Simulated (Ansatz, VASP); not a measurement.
# SrO: VASP beside Ansatz

The input INCAR:

```
ALGO     = Normal         # electronic algorithm
EDIFF    = 1E-7           # SCF threshold, eV
ENCUT    = 520            # plane-wave cutoff, eV
GGA      = PE             # functional
ISIF     = 2              # what is computed and relaxed
ISMEAR   = -1             # smearing method
LASPH    = True           # aspherical terms in the spheres
LCHARG   = False          # write CHGCAR
LREAL    = False          # projectors in reciprocal space
LWAVE    = False          # write WAVECAR
NBANDS   = 15             # bands
NELM     = 80             # most SCF steps
PREC     = Accurate       # precision mode
SIGMA    = 0.02           # smearing width, eV
```

Contents of KPOINTS:

```
k-points
0
Gamma
  8 8 8
```

The input POSCAR:

```
SrO
1.0
    0.0000000000      2.7922805169      2.7922805169
    2.6426142812      0.0000000000      2.7922805169
    2.6426142812      2.7922805169      0.0000000000
Sr O
1 1
Direct
    0.0000000000      0.0000000000      0.0000000000
    0.2500000000      0.2500000000      0.2500000000
```

Input for Ansatz:

```yaml
crystal:
  lattice:
    - [0.0, 2.7922805169, 2.7922805169]
    - [2.6426142812, 0.0, 2.7922805169]
    - [2.6426142812, 2.7922805169, 0.0]
  atoms:
    - { symbol: Sr, position: [0.0, 0.0, 0.0] }
    - { symbol: O, position: [0.25, 0.25, 0.25] }
kpoints:
  mp_grid: { grid: [8, 8, 8] }
  band_path:
    path:
      - [0.0, 0.0, 0.0]
      - [-0.5, -0.5, 0.0]
      - [-0.375, -0.375, 0.25]
      - [-0.375, 0.0, 0.375]
      - [0.0, 0.0, 0.5]
      - [-0.5, -0.25, 0.25]
    npoints: 1
hamiltonian:
  xc: pbe
scf:
  occupations: { method: fermi_dirac, width: 0.02 }
  n_extra_bands: 4
output:
  forces: true
  stress: true
  eigenvalues: true
```

Change from the starting cell: uniaxial_x strain -5.4%.

Alike in both runs: task single point; functional PBE; k mesh 8 × 8 × 8; occupations fermi-dirac, width 0.02 eV; no spin polarisation.

|  | VASP | Ansatz |
| --- | --- | --- |
| version | VASP 6.6.1 | Ansatz 0.2.0 |
| potentials or method | VASP PAW PBE potentials, release 64 (Sr_sv, O) | plane waves, PAW |
| plane-wave cutoff (eV) | 520 | 420 |
| valence electrons in the cell | 16 | 16 |

```tsv
	VASP	Ansatz	Ansatz less VASP
gap on the k mesh at the Fermi level (eV)	2.63	2.62	-0.006
pressure (GPa)	5.4	4.8	-0.60
```

With one functional, cell and mesh, what is left measures potentials, basis and numerics.

A k mesh can miss the band edges.
